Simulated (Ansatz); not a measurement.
## Ga in Ansatz: convergence with xc grid

Ga:

```
Ga
1.0
     1.45000   -4.06500    0.00000
     1.45000    4.06500    0.00000
     0.00000    0.00000    3.17000
Ga
2
Cartesian
  1.4500 2.9837 2.3775
  1.4500 -2.9837 0.7925
```

This isn't the form of Ga at room conditions, which is orthorhombic.

- Program: Ansatz 0.2.0
- Task: convergence study
- Functional: r2SCAN
- Potentials or basis: PseudoDojo stringent (PBE files)
- Cutoff: 1551 eV
- Density cutoff: 6204 eV
- k mesh: 8 × 8 × 7
- Occupations: gaussian, width 0.05 eV
- Spin: no spin polarisation

These are the settings of the first run; the series varies xc grid, with any setting tied to it.

Hardware: 2 threads of Intel(R) Xeon(R) Platinum 8259CL CPU @ 2.50GHz (Skylake/Cascade Lake) (shared host).

```
xc grid  energy less the tightest run, at zero smearing (meV/atom)  largest force (eV/Å)  SCF cycles  CPU time (s)  peak memory (GiB)
      1                                                       0.10                 0.257           7            46               0.73
      2                                                       0.00                 0.259           7            41               0.77
      3                                                       0.00                 0.259           7            42               0.87
      4                                                       0.00                 0.259           7            50                1.1
      5                                                       0.00                 0.259           7            50                1.6
```

Against the tightest run, the energy stays within 1 meV/atom from 1 on; the largest force stays within 0.005 eV/Å from 1 on. The tightest run that finished is the yardstick and may itself not be fully converged.

Caveat, for the tightest run too: the meta-GGA runs on potentials made for a GGA; the potentials were made for another functional, which shifts forces and pressure.
